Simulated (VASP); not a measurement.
# Sb2Se5 (I4/m) in VASP: further runs

The runs below take Sb2Se5 through relaxation of cell and atoms, with PBE.

Program: VASP 6.6.1. These are calculated values, not measurements. Logs are shortened: lines on timing, memory, paths and dates and some standing lists are left out, and cuts for length are marked.

## (1) Starting point

Symmetry: I4/m, No. 87, tetragonal system. The conventional cell has a = 7.260 Å, b = 7.260 Å, c = 7.574 Å, α = 90.00°, β = 90.00°, γ = 90.00°. Sb (site symmetry -4) is surrounded by 4 Se at 2.84 Å. Se (site symmetry m) has 1 Se at 2.64 Å and 2 Sb at 2.84 Å as nearest neighbours. Around Se (site symmetry 4/m) lie 4 Se at 2.64 Å.

The cell was built by a generator and needn't be a form met in nature.

## (2) Relaxation of cell and atoms, PBE

INCAR

```
SYSTEM = Sb2Se5
PREC = Accurate
ENCUT = 520
EDIFF = 1E-6
ISMEAR = 0
SIGMA = 0.1
LREAL = .FALSE.
LASPH = .TRUE.
NELM = 120
ALGO = Normal
ISIF = 3
LWAVE = .FALSE.
LCHARG = .FALSE.
GGA = PE
IBRION = 2
NSW = 90
EDIFFG = -0.01
KPAR = 4
```

KPOINTS

```
Automatic mesh
0
G
  6 6 6
  0 0 0
```

POSCAR

```
Sb2Se5
1.0
   -3.6300000000      3.6300000000      3.7870000000
    3.6300000000     -3.6300000000      3.7870000000
    3.6300000000      3.6300000000     -3.7870000000
Sb Se
2 5
Direct
    0.2500000000      0.7500000000      0.5000000000
    0.7500000000      0.2500000000      0.5000000000
    0.7024793400      0.2095041300      0.9119834700
    0.2975206600      0.7904958700      0.0880165300
    0.7904958700      0.7024793400      0.4929752100
    0.2095041300      0.2975206600      0.5070247900
    0.0000000000      0.0000000000      0.0000000000
```

Potentials or basis: VASP PAW PBE potentials, release 64 (Sb, Se).

Started as:

```sh
> cat potpaw_PBE.64/Sb/POTCAR potpaw_PBE.64/Se/POTCAR > POTCAR
> mpirun -np 4 vasp_std > vasp.out
```

OUTCAR:

```text
SYSTEM = Sb2Se5
   PREC = Accurate
   ENCUT = 520
   EDIFF = 1E-6
   ISMEAR = 0
   LREAL = .FALSE.
   LASPH = .TRUE.
   NELM = 120
   ISIF = 3
   GGA = PE
   IBRION = 2
   NSW = 90
   EDIFFG = -0.01

 ion  position               nearest neighbor table
   1  0.250  0.750  0.500-   5 2.84   6 2.84   3 2.84   4 2.84
   2  0.750  0.250  0.500-   5 2.84   6 2.84   4 2.84   3 2.84
   3  0.702  0.210  0.912-   7 2.64   1 2.84   2 2.84
   4  0.298  0.790  0.088-   7 2.64   2 2.84   1 2.84
   5  0.790  0.702  0.493-   7 2.64   1 2.84   2 2.84
   6  0.210  0.298  0.507-   7 2.64   2 2.84   1 2.84
   7  0.000  0.000  0.000-   3 2.64   4 2.64   6 2.64   5 2.64

  LATTYP: Found a body centered tetragonal cell.
 ALAT       =     7.2600000000
 C/A-ratio  =     1.0432506887

  Lattice vectors:

 A1 = (  -3.6300000000,   3.6300000000,   3.7870000000)
 A2 = (   3.6300000000,  -3.6300000000,   3.7870000000)
 A3 = (   3.6300000000,   3.6300000000,  -3.7870000000)

Analysis of symmetry for initial positions (statically):
=====================================================================
 Subroutine PRICEL returns:
 Original cell was already a primitive cell.

 Routine SETGRP: Setting up the symmetry group for a
 body centered tetragonal supercell.

 Subroutine GETGRP returns: Found  8 space group operations
 (whereof  8 operations were pure point group operations)
 out of a pool of 16 trial point group operations.

The static configuration has the point symmetry C_4h.

Analysis of symmetry for dynamics (positions and initial velocities):
=====================================================================
 Subroutine PRICEL returns:
 Original cell was already a primitive cell.

 Routine SETGRP: Setting up the symmetry group for a
 body centered tetragonal supercell.

 Subroutine GETGRP returns: Found  8 space group operations
 (whereof  8 operations were pure point group operations)
 out of a pool of 16 trial point group operations.

The dynamic configuration has the point symmetry C_4h.

 Subroutine INISYM returns: Found  8 space group operations
 (whereof  8 operations are pure point group operations),
 and found     1 'primitive' translations

----------------------------------------------------------------------------------------

                                     Primitive cell

  volume of cell :     199.6037

  direct lattice vectors                    reciprocal lattice vectors
    -3.630000000  3.630000000  3.787000000     0.000000000  0.137741047  0.132030631
     3.630000000 -3.630000000  3.787000000     0.137741047  0.000000000  0.132030631
     3.630000000  3.630000000 -3.787000000     0.137741047  0.137741047  0.000000000

  length of vectors
     6.379276526  6.379276526  6.379276526     0.190800114  0.190800114  0.194795257

  position of ions in fractional coordinates (direct lattice)
     0.250000000  0.750000000  0.500000000
     0.750000000  0.250000000  0.500000000
     0.702479340  0.209504130  0.911983470
     0.297520660  0.790495870  0.088016530
     0.790495870  0.702479340  0.492975210
     0.209504130  0.297520660  0.507024790
     0.000000000  0.000000000  0.000000000

  ion indices of the primitive-cell ions
   primitive index   ion index
                 1           1
                 2           2
                 3           3
                 4           4
                 5           5
                 6           6
                 7           7

----------------------------------------------------------------------------------------

 KPOINTS: Automatic mesh

Automatic generation of k-mesh.
 Grid dimensions read from file:
 generate k-points for:    6    6    6

 Generating k-lattice:

  Cartesian coordinates                     Fractional coordinates (reciprocal lattice)
     0.000000000  0.022956841  0.022005105     0.166666667  0.000000000  0.000000000
     0.022956841  0.000000000  0.022005105     0.000000000  0.166666667  0.000000000
     0.022956841  0.022956841  0.000000000     0.000000000  0.000000000  0.166666667

  Length of vectors
     0.031800019  0.031800019  0.032465876

  Shift w.r.t. Gamma in fractional coordinates (k-lattice)
     0.000000000  0.000000000  0.000000000

 Subroutine IBZKPT returns following result:
 ===========================================

 Found     36 irreducible k-points:

 Following reciprocal coordinates:
            Coordinates               Weight
  0.000000  0.000000  0.000000      1.000000
  0.166667  0.000000  0.000000      8.000000
  0.333333 -0.000000  0.000000      8.000000
  0.500000 -0.000000  0.000000      4.000000
  0.166667  0.166667  0.000000      8.000000
  0.333333  0.166667  0.000000      8.000000
[... 16 lines left out ...]
 -0.333333  0.333333 -0.166667      4.000000
 -0.166667  0.333333  0.166667      8.000000
 [... further k-points ...]
   k-points           NKPTS =     36   k-points in BZ     NKDIM =     36   number of bands    NBANDS=     24
   number of dos      NEDOS =    301   number of ions     NIONS =      7
   total plane-waves  NPLWV = 110592
   dimension x,y,z NGX =    48 NGY =   48 NGZ =   48
   dimension x,y,z NGXF=    96 NGYF=   96 NGZF=   96
   ions per type =               2   5
   NGX,Y,Z   is equivalent  to a cutoff of  12.51, 12.51, 12.51 a.u.
   NGXF,Y,Z  is equivalent  to a cutoff of  25.02, 25.02, 25.02 a.u.
 SYSTEM =  Sb2Se5
   PREC   = accura    normal or accurate (medium, high low for compatibility)
   ISTART =      0    job   : 0-new  1-cont  2-samecut
   ICHARG =      2    charge: 1-file 2-atom 10-const
   ISPIN  =      1    spin polarized calculation?
   LNONCOLLINEAR =      F non collinear calculations
   LSORBIT =      F    spin-orbit coupling
   LASPH  =      T    aspherical Exc in radial PAW
   ENCUT  =  520.0 eV  38.22 Ry    6.18 a.u.  11.86 11.86 11.86*2*pi/ulx,y,z
   NELM   =    120;   NELMIN=  2; NELMDL= -5     # of ELM steps
   EDIFF  = 0.1E-05   stopping-criterion for ELM
   LREAL  =      F    real-space projection
   EDIFFG = -.1E-01   stopping-criterion for IOM
   NSW    =     90    number of steps for IOM
   IBRION =      2    ionic relax: 0-MD 1-quasi-New 2-CG
   NFREE  =      1    steps in history (QN), initial steepest desc. (CG)
   ISIF   =      3    stress and relaxation
   ISYM   =      2    0-nonsym 1-usesym 2-fastsym
   POTIM  = 0.5000    time-step for ionic-motion
   TEBEG  =    0.0;   TEEND  =   0.0 temperature during run
   PSTRESS=    0.0 pullay stress
   NELECT =      40.0000    total number of electrons
   NUPDOWN=      -1.0000    fix difference up-down
   EMIN   =  10.00;   EMAX   =-10.00  energy-range for DOS
   EFERMI =   0.00;   METHOD = LEGACY
   ISMEAR =     0;   SIGMA  =   0.10  broadening in eV -4-tet -1-fermi 0-gaus
   EFERMI_NEDOS =   21; number of points for ismear=-14 and -15
   IALGO  =     38    algorithm
   IMIX   =      4    mixing-type and parameters
     AMIX     =   0.40;   BMIX     =  1.00
     AMIX_MAG =   1.60;   BMIX_MAG =  1.00
  volume/ion in A,a.u.               =      28.51       192.43
  Fermi-wavevector in a.u.,A,eV,Ry     =   0.958014  1.810384 12.487309  0.917791
  Thomas-Fermi vector in A             =   2.087084
   LORBIT       =      0    0 simple, 1 ext, 2 COOP (PROOUT), +10 PAW based schemes
   GGA     = PE    functional components
   LHFCALC =     F    Hartree Fock is set to
   AEXX    =    0.0000 exact exchange contribution
   IVDW    =     0    specifies the selected vdW correction
   LEPSILON=     F    determine dielectric tensor
   LRPA    =     F    only Hartree local field effects (RPA)
 conjugate gradient relaxation of ions
 non-spin polarized calculation
 Gauss-broadening in eV      SIGMA  =   0.10
  energy-cutoff  :      520.00
  volume of cell :      199.60
 maximum number of plane-waves:      5402
   NGX = 23   NGY = 23   NGZ = 23

--------------------------------------- Ionic step        1  -------------------------------------------

 number of electron      40.0000002 magnetization

 Free energy of the ion-electron system (eV)
  ---------------------------------------------------
  ext. energy  EPLUGINS =         0.00000000
  ---------------------------------------------------
  free energy    TOTEN  =       -25.64939744 eV

  energy without entropy =      -25.64340523  energy(sigma->0) =      -25.64640134

------------------------ aborting loop because EDIFF is reached ----------------------------------------

  FORCE on cell =-STRESS in cart. coord.  units (eV):
  Direction    XX          YY          ZZ          XY          YZ          ZX
  --------------------------------------------------------------------------------------
  -------------------------------------------------------------------------------------
  Total        0.1269474      0.1269474      0.3210871     -0.0000006      0.0000000      0.0000000
  in kB        1.0189807      1.0189807      2.5772998     -0.0000050      0.0000000      0.0000000
  external PRESSURE =       1.5384204 kB  Pullay stress =       0.0000000 kB
[... 190 lines left out ...]
  energy  without entropy=      -25.6457096181  energy(sigma->0) =      -25.64870836

--------------------------------------- Ionic step        6  -------------------------------------------

 number of electron      40.0000002 magnetization

 Free energy of the ion-electron system (eV)
  ---------------------------------------------------
  ext. energy  EPLUGINS =         0.00000000
  ---------------------------------------------------
  free energy    TOTEN  =       -25.65176190 eV

  energy without entropy =      -25.64575944  energy(sigma->0) =      -25.64876067

 E-fermi :   3.9901     XC(G=0):  -8.9695

 val. band max:        3.9865102542   @ k =  -0.1667  -0.1667   0.1667
 cond. band min:       4.0034875031   @ k =  -0.3333   0.5000   0.3333
 fundamental gap:      0.0169772489
 Fermi energy:         3.9900652976

 k-point     1 :       0.0000    0.0000    0.0000
  band No.  band energies     occupation
      1     -10.8816      2.00000
      2      -8.7544      2.00000
      3      -8.7544      2.00000
      4      -8.5988      2.00000
      5      -8.1960      2.00000
      6      -5.2341      2.00000
[... 637 lines left out ...]
     23       5.5220      0.00000
     24       5.7411      0.00000

 [... further k-points ...]

------------------------ aborting loop because EDIFF is reached ----------------------------------------

  FORCE on cell =-STRESS in cart. coord.  units (eV):
  Direction    XX          YY          ZZ          XY          YZ          ZX
  --------------------------------------------------------------------------------------
  -------------------------------------------------------------------------------------
  Total        0.0401107      0.0401107      0.0020980     -0.0000006     -0.0000000      0.0000000
  in kB        0.3201280      0.3201280      0.0167441     -0.0000051     -0.0000000      0.0000000
  external PRESSURE =       0.2190001 kB  Pullay stress =       0.0000000 kB
[... 22 lines left out ...]
  FREE ENERGIE OF THE ION-ELECTRON SYSTEM (eV)
  ---------------------------------------------------
  free  energy   TOTEN  =       -25.6517619043 eV

  energy  without entropy=      -25.6457594361  energy(sigma->0) =      -25.64876067

 reached required accuracy - stopping structural energy minimisation
```

It took 1.9 min on 4 MPI ranks of AMD EPYC 9R45 (Zen 5), shared host; peak memory 0.42 GiB.

What came out:

```
Free energy                            : -25.6518 eV
Relaxed volume                         : 28.68 Å³/atom
Relaxed cell                           : a = 6.392 Å, b = 6.392 Å, c = 6.392 Å, α = 110.81°, β = 110.81°, γ = 106.82°
Space group after relaxing (to 0.05 Å) : I4/m (No. 87)
Energy gained by relaxing              : 0.3 meV/atom
Ionic steps                            : 6
Pressure after relaxing                : 0.0 GPa
Largest force after relaxing           : 0.005 eV/Å
Band gap on the k mesh                 : none (metal or under the smearing width)
```

Forces in eV/Å, atoms in the order of the input:
```
Sb   0.000  0.000  0.000
Sb   0.000  0.000  0.000
Se  -0.005  0.000  0.000
Se   0.005  0.000  0.000
Se   0.000  0.005  0.000
Se   0.000 -0.005  0.000
Se   0.000  0.000  0.000
```

Step by step:
| step | energy change (eV) | largest force (eV/Å) | pressure (GPa) | volume (Å³) |
| --- | --- | --- | --- | --- |
| 1 | 0.0000 | 0.0505 | 0.15 | 199.60 |
| 2 | -0.0009 | 0.0512 | -0.04 | 200.40 |
| 3 | -0.0010 | 0.0558 | -0.13 | 200.77 |
| 4 | -0.0016 | 0.0423 | -0.10 | 200.82 |
| 5 | -0.0023 | 0.0126 | -0.03 | 200.93 |
| 6 | -0.0024 | 0.0054 | 0.02 | 200.75 |

Final structure:
```xyz
7
Lattice="-3.6291 3.6291 3.8105 3.6291 -3.6291 3.8105 3.6291 3.6291 -3.8105" Properties=species:S:1:pos:R:3 pbc="T T T"
Sb    3.6291    0.0000    1.9052
Sb    0.0000    3.6291    1.9052
Se    1.5147    5.0859    0.0000
Se    2.1144   -1.4568    3.8105
Se    1.4568    2.1144    3.8105
Se    2.1723    1.5147    0.0000
Se    3.6291    3.6291   -3.8105
```

Levels at points of the mesh, in eV from the Fermi level:
```
           k point  band 16  band 17  band 18  band 19  band 20  band 21  band 22  band 23  band 24
(0.00, 0.00, 0.00)    -1.98    -1.58    -0.97    -0.56    -0.13     1.65     1.65     3.09     3.09
(0.50, 0.00, 0.00)    -2.14    -1.80    -1.30    -1.16    -0.41     0.53     0.87     1.58     1.68
(0.50, 0.50, 0.00)    -2.38    -1.31    -1.08    -1.00    -0.98     0.73     1.06     1.56     2.31
(0.50, 0.50, 0.50)    -1.91    -1.91    -1.07    -0.93    -0.26    -0.26     0.11     0.72     0.72
```

## (3) Relaxation of cell and atoms, PBE

This run uses another cell than the first one, of 28.68 Å³/atom, 1.006 times its volume.

Changes to INCAR since step 2:

```diff
@@ -3,3 +3,3 @@
 ENCUT = 520
-EDIFF = 1E-6
+EDIFF = 1E-7
 ISMEAR = 0
@@ -15,4 +15,5 @@
 IBRION = 2
-NSW = 90
-EDIFFG = -0.01
+NSW = 60
+EDIFFG = -0.005
+POTIM = 0.3
 KPAR = 4
```

KPOINTS is that of step 2.

POSCAR

```
Sb2Se5                                  
1.0
   -3.6291390802      3.6291388675      3.8104802569
    3.6291390802     -3.6291388675      3.8104802569
    3.6291388675      3.6291390802     -3.8104802569
  Sb              Se            
     2     5
Direct
     0.2500000000000000    0.7500000000000000    0.5000000000000000
     0.7500000000000000    0.2500000000000000    0.5000000000000000
     0.7007071993196710    0.2086867416387287    0.9093939409584068
     0.2992928006803290    0.7913132583612713    0.0906060590415932
     0.7913132583612713    0.7007071993196710    0.4920204576809423
     0.2086867416387287    0.2992928006803290    0.5079795423190577
     0.0000000000000000    0.0000000000000000    1.0000000000000000
```

Potentials or basis: VASP PAW PBE potentials, release 64 (Sb, Se).

Started as:

```sh
> cat potpaw_PBE.64/Sb/POTCAR potpaw_PBE.64/Se/POTCAR > POTCAR
> mpirun -np 4 vasp_std > vasp.out
```

Run time: 2.4 min. Hardware: 4 MPI ranks of AMD EPYC 9R45 (Zen 5), shared host; peak memory 0.42 GiB.

The run converged. Its results:

| Quantity | Value |
| --- | --- |
| Free energy | -25.6519 eV |
| Relaxed volume | 28.74 Å³/atom |
| Relaxed cell | a = 6.396 Å, b = 6.396 Å, c = 6.396 Å, α = 110.77°, β = 110.77°, γ = 106.91° |
| Space group after relaxing (to 0.05 Å) | I4/m (No. 87) |
| Energy gained by relaxing | 0.0 meV/atom |
| Ionic steps | 8 |
| Pressure after relaxing | 0.0 GPa |
| Band gap on the k mesh | none (metal or under the smearing width) |

Forces on the atoms (eV/Å):
```
Sb   0.000  0.000  0.000
Sb   0.000  0.000  0.000
Se  -0.002  0.001  0.000
Se   0.002 -0.001  0.000
Se   0.001  0.002  0.000
Se  -0.001 -0.002  0.000
Se   0.000  0.000  0.000
```

Step by step:
```
step  energy change (eV)  largest force (eV/Å)  pressure (GPa)  volume (Å³)
   1              0.0000                0.0055            0.02       200.75
   2              0.0000                0.0073            0.01       200.82
   3              0.0000                0.0109           -0.02       200.95
   4              0.0000                0.0103           -0.02       200.96
   5             -0.0001                0.0085           -0.01       201.00
   6             -0.0001                0.0055            0.00       201.09
   7             -0.0001                0.0049            0.00       201.11
   8             -0.0001                0.0023            0.01       201.15
```

Final structure:
```yaml
crystal:
  lattice:
    - [-3.63356, 3.63356, 3.80884]
    - [3.63356, -3.63356, 3.80884]
    - [3.63356, 3.63356, -3.80884]
  atoms:
    - { symbol: Sb, position: [0.25000, 0.75000, 0.50000] }
    - { symbol: Sb, position: [0.75000, 0.25000, 0.50000] }
    - { symbol: Se, position: [0.70078, 0.20813, 0.90891] }
    - { symbol: Se, position: [0.29922, 0.79187, 0.09109] }
    - { symbol: Se, position: [0.79187, 0.70078, 0.49265] }
    - { symbol: Se, position: [0.20813, 0.29922, 0.50735] }
    - { symbol: Se, position: [0.00000, 0.00000, 0.00000] }
```

Levels at points of the mesh, in eV from the Fermi level:
```csv
k point,band 18,band 19,band 20,band 21,band 22,band 23
"(0.00, 0.00, 0.00)",-0.98,-0.56,-0.13,1.63,1.63,3.09
"(0.50, 0.00, 0.00)",-1.30,-1.16,-0.41,0.53,0.87,1.58
"(0.50, 0.50, 0.00)",-1.08,-0.99,-0.99,0.73,1.07,1.56
"(0.50, 0.50, 0.50)",-1.07,-0.94,-0.26,-0.26,0.11,0.74
```
